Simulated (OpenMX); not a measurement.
Runs of OpenMX 3.8.5 on AgCl (Chlorargyrite). It takes space group Fm-3m (No. 225, cubic). Conventional cell: a = 5.470 Å, b = 5.470 Å, c = 5.470 Å, α = 90.00°, β = 90.00°, γ = 90.00°. Ag (site symmetry m-3m) has 6 Cl at 2.73 Å as nearest neighbours. Cl (site symmetry m-3m) has 6 Ag at 2.73 Å as nearest neighbours. 

| task | potentials or basis | cell | k mesh | gap on the mesh (eV) | pressure (GPa) | largest force (eV/Å) |
| --- | --- | --- | --- | --- | --- | --- |
| single point | OpenMX 2013 PBE set, Ag7.0-s3p2d2, Cl7.0-s2p2d1f1, grid cutoff 560 Ry | as given | 7 × 7 × 7 | 1.23 | (b) | - |
| single point | OpenMX 2013 PBE set, Ag7.0-s3p2d2, Cl7.0-s2p2d1f1, grid cutoff 400 Ry | as given | 9 × 9 × 9 | (a) | 5.0 | - |
| band structure | OpenMX 2013 PBE set, Ag7.0-s3p2d1, Cl7.0-s2p2d1, grid cutoff 400 Ry | as given | 9 × 9 × 9 | 1.19 | 5.6 | - |
| single point | OpenMX 2013 PBE set, Ag7.0-s3p2d2, Cl7.0-s2p2d1f1, grid cutoff 560 Ry | atom 1 moved by [0.0, -0.0212, -0.0212] A | 7 × 7 × 7 | 1.23 | - | 0.05 |
| single point | OpenMX 2013 PBE set, Ag7.0-s3p2d2, Cl7.0-s2p2d1f1, grid cutoff 560 Ry | atom 2 moved by [0.0, -0.0212, -0.0212] A | 7 × 7 × 7 | 1.23 | - | 0.06 |

Alike in all rows: level PBE; no spin polarisation; smearing fermi-dirac 0.05 eV.

**Question.** Fill in the values left out.

**Answer.** (a) 1.20; (b) 4.9.

Caveats: the basis of atomic orbitals isn't converged, which shifts pressures, moduli and gaps; an odd mesh through Γ misses points on the zone boundary, where band edges often lie (some runs).

A k mesh can miss the band edges, and the runs leave out spin-orbit coupling on Ag.

Not every run made on this cell is shown here.
